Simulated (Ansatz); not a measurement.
# Si (P6/mmm) in Ansatz: further runs

Runs on Si. Level: PBE. Tasks: single point.

All numbers are computed with Ansatz 0.2.0; they aren't measurements. Logs are shortened: lines on timing, memory, paths and dates and some standing lists are left out, and cuts for length are marked.

## Step 1: The crystal as given

Symmetry: P6/mmm, No. 191, hexagonal system. The conventional cell has a = 2.621 Å, b = 2.621 Å, c = 2.466 Å, α = 90.00°, β = 90.00°, γ = 120.00°. Si (site symmetry 6/mmm) is surrounded by 8 Si at 2.47 to 2.62 Å.

This isn't the form of Si at room conditions, which is diamond.

## Step 2: Single point, PBE

Contents of input.yaml:

```yaml
crystal:
  lattice:
    - [2.6205428149, 0.0, 0.0]
    - [-1.3102714075, 2.2694566494, 0.0]
    - [0.0, 0.0, 2.46635439]
  atoms:
    - { symbol: Si, position: [0.0, 0.0, 0.0] }
hamiltonian:
  xc: pbe
  pseudopotentials: { kind: paw }
kpoints:
  mp_grid: { grid: [12, 12, 11] }
scf:
  occupations: { method: gaussian, width: 0.021 }
output:
  forces: true
  stress: true
  eigenvalues: true
```

Potentials or basis: Ansatz PAW.

Run with:

```console
$ ansatz run input.yaml --threads 2 --pin off --max-ram 5632MiB --backend cpu --events-out ev --progress --plain --runs-dir out
```

Log:

```text
Warning: RAYON_NUM_THREADS=2 ignored (pool sized by the plan → 2); use --threads N
Engine: ansatz 0.2.0, aarch64-unknown-linux-gnu
Pseudopotentials: kind: paw
Pseudopotential: Si, paw, valence charge 4, recommended cutoff 420 eV (normal), Si.paw.azcp
Functional definition: PBE
  parameter kappa = 0.804
  parameter beta = 0.06672455060314922
  exchange = pbe_x(kappa = kappa, mu = beta*pi^2/3)
  correlation = pbe_c(beta = beta)
Crystal: 1 atoms, lattice volume = 14.668 Å³
Basis set: ecut = 420 eV, 279 PW (Γ), exchange–correlation on 36×36×36 points (8 copies of the dense FFT grid, shifted against one another)
Bands: 6, of which v1, the nominal top of the filled ones, is band 2 counted from 1 (1 counted from 0)
Symmetry: 24 space group operations
Space group: P6/mmm (ITA 191), of the structure as read, at distance tolerance 2.4e-5 Å
k-points: 114 of 1584
Non-local potential: Si, projectors of the file, l = 0: 2, l = 1: 2, l = 2: 2
PAW form: soft (Blöchl's): semilocal exchange-correlation on the pseudo side does not see the compensation charge
PAW one-centre angular grid: Si, 110 points (default); XC on 64 Gauss nodes
Initial density: superposition of atomic densities (neutral atoms: chi_scale 0, normalization atom), corrected by the library's trained network
Initial wavefunctions: pseudopotential atomic-orbital guess
Functional: x = pbe(κ = 0.804, μ = 0.2195149727645171), c = pbe(β = 0.06672455060314922)
SCF iter   1: F=—  HF=-635.505986 eV  |F-HF|=—  |Δ(HF+E_count)|=         —  Δρ=1.86e-3  dr2=4.26e-4  ethr=1.77e-3  ⟨swp⟩=5.9  Hψ=6603  notcnv=0
preconditioner: auto → none  [insulator: Δε(μ)=0.056 eV  Ē_g=13.905 eV  σ=0.021 eV  W_gap=0.54  n_scr=0 (ndim 8)  ℏωp=19.4 eV  f_vac=0.000  D(μ)=0.81/eV (n_scr^D=8)  ε∞_Penn≈2.9]
SCF iter   2: F=—  HF=-635.505935 eV  |F-HF|=—  |Δ(HF+E_count)|=   5.09e-5  Δρ=6.89e-4  dr2=4.51e-5  ethr=1.07e-5  ⟨swp⟩=1.9  Hψ=1738  notcnv=0
SCF iter   3: F=—  HF=-635.505926 eV  |F-HF|=—  |Δ(HF+E_count)|=   9.53e-6  Δρ=1.26e-4  dr2=1.14e-6  ethr=1.13e-6  ⟨swp⟩=1.5  Hψ=771  notcnv=0
iter 4 did not close the SCF: its close was put off for the readings that it lacked (scf_convergence_deferred on its scf_iter line)
SCF iter   4: F=-635.505927 eV  HF=-635.505927 eV  |F-HF|=1.34e-8  |Δ(HF+E_count)|=   8.08e-7  Δρ=1.37e-5  dr2=2.84e-8  ethr=2.85e-8  ⟨swp⟩=1.9  Hψ=877  notcnv=0
iter 5 did not close the SCF: its close was put off for the readings that it lacked (scf_convergence_deferred on its scf_iter line)
SCF iter   5: F=-635.505927 eV  HF=-635.505927 eV  |F-HF|=1.30e-9  |Δ(HF+E_count)|=   9.80e-9  Δρ=4.39e-6  dr2=2.83e-9  ethr=7.10e-10  ⟨swp⟩=1.1  Hψ=681  notcnv=0
SCF iter   6: F=-635.505927 eV  HF=-635.505927 eV  |F-HF|=2.73e-12  |Δ(HF+E_count)|=   1.08e-9  Δρ=2.15e-7  dr2=6.69e-12  ethr=7.08e-11  ⟨swp⟩=1.9  Hψ=2132  notcnv=0
SCF 1 converged in 6 iterations: F = -635.505927 eV  dr2 = 6.69e-12
SCF converged after 6 iterations
Free energy (F): -635.505927 eV
Harris-Foulkes:  -635.505927 eV  (|F-HF|=2.73e-12)
Internal energy: -635.505748 eV  (E = F + TS)
E sigma→0 (E₀):  -635.505837 eV
Entropy (-TS):   -0.000179 eV (-0.179 meV/atom)
Fermi energy:    10.203628 eV
--- Per-component energies (eV) ---
  E_band       = 18.553383
  E_kinetic    = 41.596781
  E_local      = -0.504145  (includes V_loc(G=0)·N_el)
  E_nonlocal   = 25.494902
  E_hartree    = 1.039720
  E_xc         = -56.059419
  E_vxc        = -47.930065  (∫ρ·V_xc dr)
  E_paw        = -512.456825  (= ΣΔE_a)
  E_vpaw       = -2.183541  (= ΣTr[D̂ρ^β])
  E_aug_tail   = 0.000006  (compensation charges beyond the density's cutoff)
  E_ewald      = -134.616768
  E_smearing   = -0.000179  (= −TS)
  E_closure    = 0.000000  (closes the sum)
  Σ components = -635.505927   (vs F -635.505927, Δ=0.00e0)
--- Forces (eV/Å), atoms counted from 1 ---
  atom   1  Si     0.00000000     0.00000000     0.00000000
  max |Σ_I F_I| component: 1.54e-33 eV/Å
--- Stress (GPa, compression-positive) ---
        1.317590       0.000000       0.000000
       -0.000000       1.317590       0.000000
        0.000000       0.000000       6.581905
  P = ⅓ Tr σ = 3.0724 GPa (30.724 kbar)
--- Band table (eV; the first three rows and the last of 114) ---
  k-point 0: bands = ["-3.8950", "17.7452", "18.2503", "20.6220", "20.6220", "22.5048"]
  k-point 1: bands = ["-3.7014", "14.6227", "20.7731", "20.7731", "21.2852", "22.6592"]
  k-point 2: bands = ["-3.1236", "11.3844", "21.2249", "21.2249", "23.1073", "23.1073"]
  k-point 113: bands = ["8.8569", "9.2736", "9.2736", "11.7310", "14.3245", "14.3245"]
```

It took 0.47 s on 2 threads of Arm Neoverse V2, shared host; peak memory 0.25 GiB.

What came out:

```
Free energy            : -635.5059 eV
Pressure               : 3.1 GPa
Band gap on the k mesh : none (metal or under the smearing width)
```

## Step 3: Single point, PBE

input.yaml: that of step 2 with these lines changed.

```diff
@@ -13,3 +13,3 @@
 scf:
-  occupations: { method: gaussian, width: 0.021 }
+  occupations: { method: gaussian, width: 0.022 }
 output:
```

Potentials or basis: Ansatz PAW.

Run with:

```console
$ ansatz run input.yaml --threads 2 --pin off --max-ram 5632MiB --backend cpu --events-out ev --progress --plain --runs-dir out
```

Log:

```text
Warning: RAYON_NUM_THREADS=2 ignored (pool sized by the plan → 2); use --threads N
[... 8 set-up lines as earlier in the session ...]
Crystal: 1 atoms, lattice volume = 14.668 Å³
Basis set: ecut = 420 eV, 279 PW (Γ), exchange–correlation on 36×36×36 points (8 copies of the dense FFT grid, shifted against one another)
Bands: 6, of which v1, the nominal top of the filled ones, is band 2 counted from 1 (1 counted from 0)
[... 2 set-up lines as earlier in the session ...]
k-points: 114 of 1584
[... 6 set-up lines as earlier in the session ...]
SCF iter   1: F=—  HF=-635.505995 eV  |F-HF|=—  |Δ(HF+E_count)|=         —  Δρ=1.86e-3  dr2=4.26e-4  ethr=1.77e-3  ⟨swp⟩=5.9  Hψ=6583  notcnv=0
preconditioner: auto → none  [insulator: Δε(μ)=0.056 eV  Ē_g=13.905 eV  σ=0.022 eV  W_gap=0.54  n_scr=0 (ndim 8)  ℏωp=19.4 eV  f_vac=0.000  D(μ)=0.77/eV (n_scr^D=8)  ε∞_Penn≈2.9]
SCF iter   2: F=—  HF=-635.505944 eV  |F-HF|=—  |Δ(HF+E_count)|=   5.09e-5  Δρ=6.89e-4  dr2=4.51e-5  ethr=1.07e-5  ⟨swp⟩=1.8  Hψ=1723  notcnv=0
SCF iter   3: F=—  HF=-635.505934 eV  |F-HF|=—  |Δ(HF+E_count)|=   9.60e-6  Δρ=1.26e-4  dr2=1.14e-6  ethr=1.13e-6  ⟨swp⟩=1.5  Hψ=771  notcnv=0
iter 4 did not close the SCF: its close was put off for the readings that it lacked (scf_convergence_deferred on its scf_iter line)
SCF iter   4: F=-635.505935 eV  HF=-635.505935 eV  |F-HF|=1.33e-8  |Δ(HF+E_count)|=   8.07e-7  Δρ=1.37e-5  dr2=2.83e-8  ethr=2.85e-8  ⟨swp⟩=1.9  Hψ=876  notcnv=0
iter 5 did not close the SCF: its close was put off for the readings that it lacked (scf_convergence_deferred on its scf_iter line)
SCF iter   5: F=-635.505935 eV  HF=-635.505935 eV  |F-HF|=1.29e-9  |Δ(HF+E_count)|=   9.77e-9  Δρ=4.38e-6  dr2=2.82e-9  ethr=7.08e-10  ⟨swp⟩=1.1  Hψ=680  notcnv=0
SCF iter   6: F=-635.505935 eV  HF=-635.505935 eV  |F-HF|=2.73e-12  |Δ(HF+E_count)|=   1.04e-9  Δρ=2.14e-7  dr2=6.61e-12  ethr=7.05e-11  ⟨swp⟩=1.9  Hψ=2132  notcnv=0
SCF 1 converged in 6 iterations: F = -635.505935 eV  dr2 = 6.61e-12
SCF converged after 6 iterations
Free energy (F): -635.505935 eV
Harris-Foulkes:  -635.505935 eV  (|F-HF|=2.73e-12)
Internal energy: -635.505748 eV  (E = F + TS)
E sigma→0 (E₀):  -635.505842 eV
Entropy (-TS):   -0.000187 eV (-0.187 meV/atom)
Fermi energy:    10.203701 eV
--- Per-component energies (eV) ---
  E_band       = 18.553382
  E_kinetic    = 41.596781
  E_local      = -0.504145  (includes V_loc(G=0)·N_el)
  E_nonlocal   = 25.494901
  E_hartree    = 1.039720
  E_xc         = -56.059419
  E_vxc        = -47.930065  (∫ρ·V_xc dr)
  E_paw        = -512.456825  (= ΣΔE_a)
  E_vpaw       = -2.183541  (= ΣTr[D̂ρ^β])
  E_aug_tail   = 0.000006  (compensation charges beyond the density's cutoff)
  E_ewald      = -134.616768
  E_smearing   = -0.000187  (= −TS)
  E_closure    = 0.000000  (closes the sum)
  Σ components = -635.505935   (vs F -635.505935, Δ=0.00e0)
--- Forces (eV/Å), atoms counted from 1 ---
  atom   1  Si     0.00000000     0.00000000     0.00000000
  max |Σ_I F_I| component: 1.54e-33 eV/Å
--- Stress (GPa, compression-positive) ---
        1.317622      -0.000000       0.000000
       -0.000000       1.317622       0.000000
        0.000000       0.000000       6.581821
  P = ⅓ Tr σ = 3.0724 GPa (30.724 kbar)
--- Band table (eV; the first three rows and the last of 114) ---
  k-point 0: bands = ["-3.8950", "17.7452", "18.2503", "20.6220", "20.6220", "22.5048"]
  k-point 1: bands = ["-3.7014", "14.6227", "20.7731", "20.7731", "21.2852", "22.6592"]
  k-point 2: bands = ["-3.1236", "11.3844", "21.2249", "21.2249", "23.1073", "23.1073"]
  k-point 113: bands = ["8.8569", "9.2736", "9.2736", "11.7310", "14.3245", "14.3245"]
```

Run time: 0.47 s. Hardware: 2 threads of Arm Neoverse V2, shared host; peak memory 0.25 GiB.

Results:

```yaml
Free_energy: -635.5059 eV
Pressure: 3.1 GPa
Band_gap_on_the_k_mesh: none (metal or under the smearing width)
```

Stress tensor (GPa, compression positive):
```
1.32 0.00 0.00
0.00 1.32 0.00
0.00 0.00 6.58
```

## Step 4: Single point, PBE

input.yaml: that of step 3 with these lines changed.

```diff
@@ -13,3 +13,3 @@
 scf:
-  occupations: { method: gaussian, width: 0.022 }
+  occupations: { method: gaussian, width: 0.023 }
 output:
```

Run with:

```console
$ ansatz run input.yaml --threads 2 --pin off --max-ram 5632MiB --backend cpu --events-out ev --progress --plain --runs-dir out
```

It took 0.46 s on 2 threads of Arm Neoverse V2, shared host; peak memory 0.25 GiB.

Results (log left out):

| Item | Value |
| --- | --- |
| Free energy | -635.5059 eV |
| Pressure | 3.1 GPa |
| Band gap on the k mesh | none (metal or under the smearing width) |

Stress tensor (GPa, compression positive):
```
1.32 0.00 0.00
0.00 1.32 0.00
0.00 0.00 6.58
```

Levels at points of the mesh, in eV from the Fermi level:
```csv
k point,band 1,band 2,band 3,band 4,band 5
"(0.00, 0.00, 0.00)",-14.10,7.54,8.05,10.42,10.42
"(0.00, -0.50, 0.00)",-7.59,-6.78,5.20,6.55,12.94
```

## Step 5: Single point, PBE

input.yaml: that of step 4 with these lines changed.

```diff
@@ -13,3 +13,3 @@
 scf:
-  occupations: { method: gaussian, width: 0.023 }
+  occupations: { method: gaussian, width: 0.024 }
 output:
```

Potentials or basis: Ansatz PAW.

Run with:

```console
$ ansatz run input.yaml --threads 2 --pin off --max-ram 5632MiB --backend cpu --events-out ev --progress --plain --runs-dir out
```

Log:

```text
Warning: RAYON_NUM_THREADS=2 ignored (pool sized by the plan → 2); use --threads N
[... 8 set-up lines as earlier in the session ...]
Crystal: 1 atoms, lattice volume = 14.668 Å³
Basis set: ecut = 420 eV, 279 PW (Γ), exchange–correlation on 36×36×36 points (8 copies of the dense FFT grid, shifted against one another)
Bands: 6, of which v1, the nominal top of the filled ones, is band 2 counted from 1 (1 counted from 0)
[... 2 set-up lines as earlier in the session ...]
k-points: 114 of 1584
[... 6 set-up lines as earlier in the session ...]
SCF iter   1: F=—  HF=-635.506012 eV  |F-HF|=—  |Δ(HF+E_count)|=         —  Δρ=1.86e-3  dr2=4.26e-4  ethr=1.77e-3  ⟨swp⟩=5.8  Hψ=6564  notcnv=0
preconditioner: auto → none  [insulator: Δε(μ)=0.056 eV  Ē_g=13.905 eV  σ=0.024 eV  W_gap=0.54  n_scr=0 (ndim 8)  ℏωp=19.4 eV  f_vac=0.000  D(μ)=0.71/eV (n_scr^D=8)  ε∞_Penn≈2.9]
SCF iter   2: F=—  HF=-635.505961 eV  |F-HF|=—  |Δ(HF+E_count)|=   5.09e-5  Δρ=6.89e-4  dr2=4.51e-5  ethr=1.07e-5  ⟨swp⟩=1.7  Hψ=1702  notcnv=0
SCF iter   3: F=—  HF=-635.505951 eV  |F-HF|=—  |Δ(HF+E_count)|=   9.69e-6  Δρ=1.26e-4  dr2=1.14e-6  ethr=1.13e-6  ⟨swp⟩=1.5  Hψ=771  notcnv=0
iter 4 did not close the SCF: its close was put off for the readings that it lacked (scf_convergence_deferred on its scf_iter line)
SCF iter   4: F=-635.505952 eV  HF=-635.505952 eV  |F-HF|=1.33e-8  |Δ(HF+E_count)|=   8.07e-7  Δρ=1.37e-5  dr2=2.82e-8  ethr=2.85e-8  ⟨swp⟩=1.9  Hψ=876  notcnv=0
iter 5 did not close the SCF: its close was put off for the readings that it lacked (scf_convergence_deferred on its scf_iter line)
SCF iter   5: F=-635.505952 eV  HF=-635.505952 eV  |F-HF|=1.29e-9  |Δ(HF+E_count)|=   9.80e-9  Δρ=4.37e-6  dr2=2.82e-9  ethr=7.06e-10  ⟨swp⟩=1.1  Hψ=681  notcnv=0
SCF iter   6: F=-635.505952 eV  HF=-635.505952 eV  |F-HF|=2.84e-12  |Δ(HF+E_count)|=   1.09e-9  Δρ=2.14e-7  dr2=6.59e-12  ethr=7.04e-11  ⟨swp⟩=1.9  Hψ=2132  notcnv=0
SCF 1 converged in 6 iterations: F = -635.505952 eV  dr2 = 6.59e-12
SCF converged after 6 iterations
Free energy (F): -635.505952 eV
Harris-Foulkes:  -635.505952 eV  (|F-HF|=2.84e-12)
Internal energy: -635.505748 eV  (E = F + TS)
E sigma→0 (E₀):  -635.505850 eV
Entropy (-TS):   -0.000204 eV (-0.204 meV/atom)
Fermi energy:    10.203846 eV
--- Per-component energies (eV) ---
  E_band       = 18.553382
  E_kinetic    = 41.596779
  E_local      = -0.504141  (includes V_loc(G=0)·N_el)
  E_nonlocal   = 25.494899
  E_hartree    = 1.039719
  E_xc         = -56.059418
  E_vxc        = -47.930064  (∫ρ·V_xc dr)
  E_paw        = -512.456825  (= ΣΔE_a)
  E_vpaw       = -2.183541  (= ΣTr[D̂ρ^β])
  E_aug_tail   = 0.000006  (compensation charges beyond the density's cutoff)
  E_ewald      = -134.616768
  E_smearing   = -0.000204  (= −TS)
  E_closure    = -0.000000  (closes the sum)
  Σ components = -635.505952   (vs F -635.505952, Δ=0.00e0)
--- Forces (eV/Å), atoms counted from 1 ---
  atom   1  Si     0.00000000     0.00000000     0.00000000
  max |Σ_I F_I| component: 1.54e-33 eV/Å
--- Stress (GPa, compression-positive) ---
        1.317760       0.000000       0.000000
       -0.000000       1.317760       0.000000
        0.000000       0.000000       6.581455
  P = ⅓ Tr σ = 3.0723 GPa (30.723 kbar)
--- Band table (eV; the first three rows and the last of 114) ---
  k-point 0: bands = ["-3.8950", "17.7452", "18.2503", "20.6220", "20.6220", "22.5048"]
  k-point 1: bands = ["-3.7014", "14.6227", "20.7731", "20.7731", "21.2852", "22.6592"]
  k-point 2: bands = ["-3.1236", "11.3844", "21.2249", "21.2249", "23.1073", "23.1073"]
  k-point 113: bands = ["8.8569", "9.2736", "9.2736", "11.7310", "14.3245", "14.3245"]
```

Run time: 0.47 s. Hardware: 2 threads of Arm Neoverse V2, shared host; peak memory 0.25 GiB.

What came out:

```
Free energy            : -635.5060 eV
Pressure               : 3.1 GPa
Band gap on the k mesh : none (metal or under the smearing width)
```

Stress tensor (GPa, compression positive):
```
1.32 0.00 0.00
0.00 1.32 0.00
0.00 0.00 6.58
```

## Step 6: Single point, PBE

input.yaml: that of step 5 with these lines changed.

```diff
@@ -13,3 +13,3 @@
 scf:
-  occupations: { method: gaussian, width: 0.024 }
+  occupations: { method: gaussian, width: 0.025 }
 output:
```

Potentials or basis: Ansatz PAW.

Run with:

```console
$ ansatz run input.yaml --threads 2 --pin off --max-ram 5632MiB --backend cpu --events-out ev --progress --plain --runs-dir out
```

It took 0.47 s on 2 threads of Arm Neoverse V2, shared host; peak memory 0.25 GiB.

The run converged. Its results:

- Free energy: -635.5060 eV
- Pressure: 3.1 GPa
- Band gap on the k mesh: none (metal or under the smearing width)

Stress tensor (GPa, compression positive):
```
1.32 0.00 0.00
0.00 1.32 0.00
0.00 0.00 6.58
```

Levels at points of the mesh, in eV from the Fermi level:
```csv
k point,band 1,band 2,band 3,band 4,band 5,band 6
"(0.00, 0.00, 0.00)",-14.10,7.54,8.05,10.42,10.42,12.30
"(0.00, -0.50, 0.00)",-7.59,-6.78,5.20,6.55,12.94,15.17
```

## Step 7: Summary

| smearing | gap on the mesh (eV) | pressure (GPa) |
| --- | --- | --- |
| gaussian 0.021 eV | none | 3.1 |
| gaussian 0.022 eV | none | 3.1 |
| gaussian 0.023 eV | none | 3.1 |
| gaussian 0.024 eV | none | 3.1 |
| gaussian 0.025 eV | none | 3.1 |

Alike in all rows: task single point; level PBE; potentials or basis Ansatz PAW; no spin polarisation; cell as given; k mesh 12 × 12 × 11; cutoff (eV) 420.

Every run on the cell as given and a fine mesh finds a metal.

Absolute energies hang on the potentials; compare differences alone.
